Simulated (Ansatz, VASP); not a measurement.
## One calculation of Cs, two programs

```xyz
1
Lattice="-3.1492 3.1492 3.1492 3.1492 -3.1492 3.1492 3.1492 3.1492 -3.1492" Properties=species:S:1:pos:R:3 pbc="T T T"
Cs    0.0000    0.0000    0.0000
```

Change from the starting cell: volume scaled by 1.02.

Alike in both runs: task single point; functional PBEsol; k mesh 6 × 6 × 6; occupations fermi-dirac, width 0.05 eV; no spin polarisation.

```csv
,VASP,Ansatz
version,VASP 6.6.1,Ansatz 0.2.0
potentials or method,"VASP PAW PBE potentials, release 64 (Cs_sv), cutoff 520 eV","all-electron LAPW, scalar-relativistic"
```

```csv
,VASP,Ansatz,Ansatz less VASP
gap on the k mesh at the Fermi level (eV),none,none,-
pressure (GPa),-0.2,-0.2,+0.01
```

A gap of «none» marks a metal or a gap that the smearing closes. Ansatz ran all-electron here, so the differences hold the error of VASP's frozen core and of both bases.

Caveats: the PAW data sets were made with another functional, which shifts forces and pressure a little (VASP). The runs have no spin-orbit coupling, so splittings on Cs are missing.
